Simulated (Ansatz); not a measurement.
The system is Al.

```
Al
1.0
    -1.57590    1.65692    1.65798
     1.47948   -1.59764    1.50228
     1.61445    1.63620   -1.59870
Al
1
Cartesian
  0.0000 0.0000 0.0000
```

The cell isn't the ideal one: cell sheared at random, sigma 0.03, atoms nudged by 0.01 Å.

- Program: Ansatz 0.2.0
- Task: relaxation of cell and atoms
- Functional: PBEsol
- Dispersion: D4
- Potentials or basis: Ansatz PAW
- Cutoff: 420 eV (not typed: the program's choice for these potentials)
- k mesh: 11 × 12 × 12
- Occupations: fermi-dirac, width 0.05 eV
- Spin: no spin polarisation

At the start: volume 16.08 Å³/atom.

Where does the relaxation end?

It ends after 15 steps and the volume is 15.81 Å³/atom (-1.7 %); space group I4/mmm (No. 139, to 0.05 Å).

Step by step:
```csv
step,energy change (eV),largest force (eV/Å),volume (Å³)
1,0.0000,0.0000,16.08
2,-0.0117,0.0000,16.15
3,-0.0349,0.0000,16.03
4,-0.0682,0.0000,15.97
5,-0.0978,0.0000,16.02
6,-0.1060,0.0000,15.34
7,-0.1120,0.0000,15.79
8,-0.1135,0.0000,15.77
9,-0.1142,0.0000,15.77
10,-0.1143,0.0000,15.77
11,-0.1143,0.0000,15.77
12,-0.1191,0.0000,15.77
13,-0.1192,0.0000,15.80
14,-0.1192,0.0000,15.81
15,-0.1193,0.0000,15.81
```

Final structure:
```xyz
1
Lattice="-1.3959 1.9631 1.3838 1.4209 -1.9747 1.4406 1.4058 1.9978 -1.4166" Properties=species:S:1:pos:R:3 pbc="T T T"
Al    0.0000    0.0000    0.0000
```

Caveat: the plane-wave basis is chosen anew once the cell has moved, so the energies of steps on either side of that aren't comparable; pairwise dispersion overbinds metals, which lowers pressure and volume; the PAW data sets come from PBE, with cores solved anew for the run's functional, which leaves a small shift of forces and pressure.
